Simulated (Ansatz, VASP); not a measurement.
# One calculation of MgO, two programs

```xyz
8
Lattice="3.4446 0.0000 0.0000 -1.7223 2.9831 0.0000 0.0000 0.0000 10.7943" Properties=species:S:1:pos:R:3 pbc="T T T"
Mg    0.0000    1.9887   10.4650
Mg    0.0000    0.0000    2.3836
Mg    0.0000    0.0000    7.7808
Mg    1.7223    0.9944    5.0678
O     0.0000    1.9887    8.4200
O     0.0000    0.0000    5.7171
O     0.0000    0.0000    0.3200
O     1.7223    0.9944    3.0229
```

Alike in both runs: task single point; functional PBE; k mesh 9 × 9 × 2; occupations gaussian, width 0.05 eV; no spin polarisation.

|  | VASP | Ansatz |
| --- | --- | --- |
| version | VASP 6.6.1 | Ansatz 0.2.0 |
| potentials or method | VASP PAW PBE potentials, release 64 (Mg, O) | scalar-relativistic, plane waves, PAW |
| plane-wave cutoff (eV) | 520 | 520 |
| valence electrons in the cell | 32 | 64 |

|  | VASP | Ansatz | Ansatz less VASP |
| --- | --- | --- | --- |
| gap on the k mesh at the Fermi level (eV) | 2.77 | 2.79 | +0.020 |
| least direct gap on the mesh (eV) | 2.77 | 2.79 | +0.020 |
| pressure (GPa) | -11.4 | -11.0 | +0.43 |
| largest component of the traceless stress (GPa) | 2.53 | 2.49 | -0.043 |
| rms of the force components (eV/Å) | 0.041 | 0.040 | -0.0001 |

Atom by atom the forces differ by 0.000 eV/Å (rms over components). The two sets of potentials don't hold the same shells in valence.

PBE gaps usually lie below the measured ones, often by a third to a half.
